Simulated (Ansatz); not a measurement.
## Band table of AgCl

```
Ag Cl
1.0
     1.87713   -5.57506    0.00000
     1.87713    5.57506    0.00000
     0.00000    0.00000    3.93707
Ag Cl
2 2
Cartesian
  1.8771 1.1534 2.9528
  1.8771 -1.1534 0.9843
  1.8771 -4.0748 0.9843
  1.8771 4.0748 2.9528
```

Atoms are numbered in the order listed.

Structure from Materials Project entry mp-570858 (possibly hypothetical), not relaxed further. The listed cell was then made from it by scaling, straining or moving an atom.

The calculation used Ansatz 0.2.0, DFT, PBEsol, all-electron LAPW, scalar-relativistic.

Sampling and basis: a Γ-centred 9×9×8 k mesh, Fermi–Dirac smearing of 0.03 eV, basis error target 1 meV/atom, no spin polarisation.

Path points, in fractions of the reciprocal vectors: Γ (0.000, 0.000, 0.000), Y (-0.500, 0.500, 0.000), C0 (-0.278, 0.722, 0.000), Σ0 (0.278, 0.278, 0.000), Z (0.000, 0.000, 0.500), A0 (0.278, 0.278, 0.500), E0 (-0.278, 0.722, 0.500), T (-0.500, 0.500, 0.500). Levels in eV from the valence-band top; bands 17 to 39, counted from the lowest band of the run. The gap is 0.32 eV, indirect from the line C0 (-0.278, 0.722, 0)–Σ0 (0.278, 0.278, 0) to Γ (so small a gap may close at points that the mesh and path miss).

```
# k(1/Å) point b17 b18 b19 b20 b21 b22 b23 b24 b25 b26 b27 b28 b29 b30 b31 b32 b33 b34 b35 b36 b37 b38 b39
0.000 Γ -15.09 -14.49 -4.51 -3.43 -3.22 -3.11 -3.09 -2.88 -2.75 -2.68 -2.48 -2.46 -2.40 -2.24 -2.19 -1.75 -1.64 -1.47 0.32 2.99 7.54 8.19 9.77
0.113 - -15.08 -14.50 -4.50 -3.41 -3.20 -3.14 -3.08 -2.90 -2.74 -2.69 -2.50 -2.45 -2.43 -2.35 -2.27 -1.62 -1.61 -1.49 0.47 3.02 7.44 8.22 9.77
0.225 - -15.04 -14.55 -4.47 -3.38 -3.27 -3.15 -3.06 -2.94 -2.71 -2.70 -2.70 -2.54 -2.44 -2.34 -2.28 -1.57 -1.53 -1.50 0.86 3.11 7.20 8.20 9.75
0.338 - -14.97 -14.61 -4.40 -3.52 -3.32 -3.09 -3.07 -2.99 -2.81 -2.71 -2.66 -2.60 -2.44 -2.43 -2.16 -1.58 -1.51 -1.50 1.36 3.24 6.84 8.11 9.32
0.451 - -14.89 -14.70 -4.29 -3.80 -3.26 -3.13 -3.03 -2.98 -2.80 -2.72 -2.65 -2.62 -2.55 -2.42 -2.03 -1.63 -1.57 -1.47 1.79 3.40 6.44 8.11 8.77
0.564 Y -14.82 -14.77 -4.18 -3.97 -3.23 -3.15 -3.06 -2.94 -2.79 -2.72 -2.67 -2.60 -2.60 -2.42 -1.97 -1.65 -1.62 -1.45 1.95 3.49 6.24 8.19 8.49
0.712 - -14.79 -14.76 -4.15 -4.12 -3.37 -3.29 -3.28 -3.01 -2.94 -2.86 -2.61 -2.60 -2.33 -2.10 -2.01 -1.82 -1.35 -1.17 2.07 3.62 6.22 8.15 8.50
0.860 - -14.73 -14.72 -4.51 -4.12 -3.72 -3.63 -3.53 -3.37 -3.01 -2.76 -2.52 -2.50 -2.19 -2.16 -1.58 -1.47 -1.07 -0.83 2.33 3.99 6.22 7.93 8.47
1.009 - -14.67 -14.64 -4.96 -4.31 -4.08 -3.86 -3.77 -3.58 -3.01 -2.68 -2.35 -2.34 -2.22 -2.10 -1.36 -0.87 -0.69 -0.66 2.53 4.50 6.38 7.36 7.80
1.157 - -14.63 -14.54 -5.32 -4.69 -4.34 -4.03 -3.97 -3.45 -3.01 -2.61 -2.24 -2.17 -2.17 -2.04 -1.22 -0.64 -0.37 -0.31 2.62 5.04 6.46 6.86 7.20
1.305 C0 -14.62 -14.46 -5.50 -4.97 -4.49 -4.14 -4.10 -3.21 -3.02 -2.59 -2.23 -2.04 -2.03 -2.00 -1.20 -0.73 -0.09 -0.05 2.75 5.47 5.62 6.80 6.89
1.424 - -14.63 -14.43 -5.48 -5.03 -4.51 -4.24 -4.11 -3.09 -3.02 -2.54 -2.22 -2.06 -1.99 -1.97 -1.22 -0.84 -0.06 -0.02 2.86 5.26 5.62 6.79 6.90
1.543 - -14.64 -14.42 -5.43 -5.09 -4.53 -4.34 -4.11 -3.03 -2.98 -2.42 -2.19 -2.09 -1.99 -1.92 -1.28 -1.00 -0.06 0.00 2.99 5.04 5.62 6.91 6.94
1.662 - -14.64 -14.42 -5.43 -5.09 -4.53 -4.34 -4.11 -3.03 -2.98 -2.42 -2.19 -2.09 -1.99 -1.92 -1.28 -1.00 -0.06 0.00 2.99 5.04 5.62 6.91 6.94
1.781 - -14.63 -14.43 -5.48 -5.03 -4.51 -4.24 -4.11 -3.09 -3.02 -2.54 -2.22 -2.06 -1.99 -1.97 -1.22 -0.84 -0.06 -0.02 2.86 5.26 5.62 6.79 6.90
1.900 Σ0 -14.62 -14.46 -5.50 -4.97 -4.49 -4.14 -4.10 -3.21 -3.02 -2.59 -2.23 -2.04 -2.03 -2.00 -1.20 -0.73 -0.09 -0.05 2.75 5.47 5.62 6.80 6.89
2.086 - -14.69 -14.39 -5.40 -5.05 -4.52 -4.29 -4.06 -3.04 -2.89 -2.61 -2.22 -1.98 -1.97 -1.97 -1.37 -0.92 -0.17 -0.01 3.10 4.67 5.25 6.77 7.08
2.273 - -14.81 -14.39 -4.96 -4.81 -4.38 -4.37 -3.86 -3.08 -2.67 -2.60 -2.30 -2.05 -1.95 -1.93 -1.67 -1.15 -0.67 -0.32 2.91 4.54 4.65 7.36 7.86
2.459 - -14.95 -14.43 -4.53 -4.32 -4.12 -4.08 -3.51 -3.10 -2.76 -2.54 -2.40 -2.18 -1.96 -1.95 -1.83 -1.38 -1.35 -0.87 1.91 3.82 5.68 7.90 8.96
2.645 - -15.05 -14.47 -4.51 -3.71 -3.66 -3.39 -3.09 -3.03 -2.80 -2.79 -2.37 -2.29 -2.12 -2.12 -2.06 -1.77 -1.45 -1.43 0.86 3.23 6.87 8.15 9.70
2.832 Γ -15.09 -14.49 -4.51 -3.43 -3.22 -3.11 -3.09 -2.88 -2.75 -2.68 -2.48 -2.46 -2.40 -2.24 -2.19 -1.75 -1.64 -1.47 0.32 2.99 7.54 8.19 9.77
2.991 - -15.06 -14.48 -4.48 -3.65 -3.44 -3.17 -3.14 -3.09 -2.92 -2.67 -2.50 -2.49 -2.25 -2.21 -1.80 -1.74 -1.64 -1.37 0.72 3.25 7.58 7.96 9.40
3.151 - -14.98 -14.48 -4.43 -4.15 -3.77 -3.53 -3.49 -3.29 -2.83 -2.80 -2.46 -2.33 -2.31 -2.11 -1.63 -1.54 -1.18 -1.07 1.55 3.91 7.29 7.70 8.71
3.310 - -14.86 -14.48 -4.60 -4.47 -4.02 -3.88 -3.86 -3.44 -2.77 -2.68 -2.41 -2.36 -2.24 -2.22 -1.45 -1.42 -0.65 -0.62 2.46 4.75 6.35 7.81 8.22
3.470 - -14.72 -14.52 -4.88 -4.74 -4.17 -4.10 -3.87 -3.59 -2.69 -2.53 -2.38 -2.36 -2.35 -2.25 -1.32 -1.32 -0.28 -0.22 3.35 5.06 5.91 7.35 8.01
3.630 Z -14.60 -14.60 -4.92 -4.92 -4.20 -4.20 -3.74 -3.74 -2.57 -2.57 -2.40 -2.40 -2.29 -2.29 -1.28 -1.28 -0.10 -0.10 4.23 4.23 6.60 6.60 8.04
3.816 - -14.59 -14.59 -4.83 -4.83 -4.24 -4.24 -3.65 -3.65 -2.60 -2.60 -2.40 -2.40 -2.26 -2.26 -1.40 -1.40 -0.30 -0.30 4.09 4.09 6.78 6.78 7.98
4.002 - -14.56 -14.56 -4.63 -4.63 -4.24 -4.24 -3.46 -3.46 -2.69 -2.69 -2.38 -2.38 -2.18 -2.18 -1.72 -1.72 -0.72 -0.72 3.56 3.56 7.42 7.42 7.98
4.189 - -14.52 -14.52 -4.50 -4.50 -4.05 -4.05 -3.27 -3.27 -2.84 -2.84 -2.35 -2.35 -2.10 -2.10 -2.04 -2.04 -1.18 -1.18 2.99 2.99 7.50 7.50 8.64
4.375 - -14.50 -14.50 -4.44 -4.44 -3.88 -3.88 -3.21 -3.21 -2.94 -2.94 -2.32 -2.32 -2.12 -2.12 -2.07 -2.07 -1.48 -1.48 2.71 2.71 7.33 7.33 8.64
4.561 A0 -14.49 -14.49 -4.44 -4.44 -3.96 -3.96 -3.33 -3.33 -2.90 -2.90 -2.36 -2.36 -2.15 -2.15 -1.91 -1.91 -1.34 -1.34 2.84 2.84 6.91 6.91 8.55
4.680 - -14.49 -14.49 -4.44 -4.44 -3.88 -3.88 -3.37 -3.37 -2.88 -2.88 -2.33 -2.33 -2.15 -2.15 -1.97 -1.97 -1.41 -1.41 2.77 2.77 7.06 7.06 8.58
4.799 - -14.49 -14.49 -4.45 -4.45 -3.72 -3.72 -3.51 -3.51 -2.86 -2.86 -2.29 -2.29 -2.13 -2.13 -2.03 -2.03 -1.46 -1.46 2.72 2.72 7.17 7.17 8.76
4.918 - -14.49 -14.49 -4.45 -4.45 -3.72 -3.72 -3.51 -3.51 -2.86 -2.86 -2.29 -2.29 -2.13 -2.13 -2.03 -2.03 -1.46 -1.46 2.72 2.72 7.17 7.17 8.76
5.037 - -14.49 -14.49 -4.44 -4.44 -3.88 -3.88 -3.37 -3.37 -2.88 -2.88 -2.33 -2.33 -2.15 -2.15 -1.97 -1.97 -1.41 -1.41 2.77 2.77 7.06 7.06 8.58
5.156 E0 -14.49 -14.49 -4.44 -4.44 -3.96 -3.96 -3.33 -3.33 -2.90 -2.90 -2.36 -2.36 -2.15 -2.15 -1.91 -1.91 -1.34 -1.34 2.84 2.84 6.91 6.91 8.55
5.304 - -14.51 -14.51 -4.61 -4.61 -4.04 -4.04 -3.49 -3.49 -2.83 -2.83 -2.40 -2.40 -2.10 -2.10 -1.62 -1.62 -1.12 -1.12 3.25 3.25 6.31 6.31 8.80
5.453 - -14.53 -14.53 -4.89 -4.89 -4.08 -4.08 -3.64 -3.64 -2.73 -2.73 -2.41 -2.41 -2.01 -2.01 -1.24 -1.24 -0.94 -0.94 3.81 3.81 5.72 5.72 9.10
5.601 - -14.56 -14.56 -5.15 -5.15 -4.11 -4.11 -3.75 -3.75 -2.61 -2.61 -2.42 -2.42 -1.92 -1.92 -0.86 -0.86 -0.74 -0.74 4.04 4.04 5.62 5.62 8.66
5.749 - -14.58 -14.58 -5.33 -5.33 -4.13 -4.13 -3.82 -3.82 -2.54 -2.54 -2.41 -2.41 -1.86 -1.86 -0.78 -0.78 -0.33 -0.33 3.71 3.71 6.23 6.23 8.23
5.898 T -14.59 -14.59 -5.40 -5.40 -4.13 -4.13 -3.84 -3.84 -2.52 -2.52 -2.40 -2.40 -1.83 -1.83 -0.76 -0.76 -0.14 -0.14 3.51 3.51 6.65 6.65 8.09
```
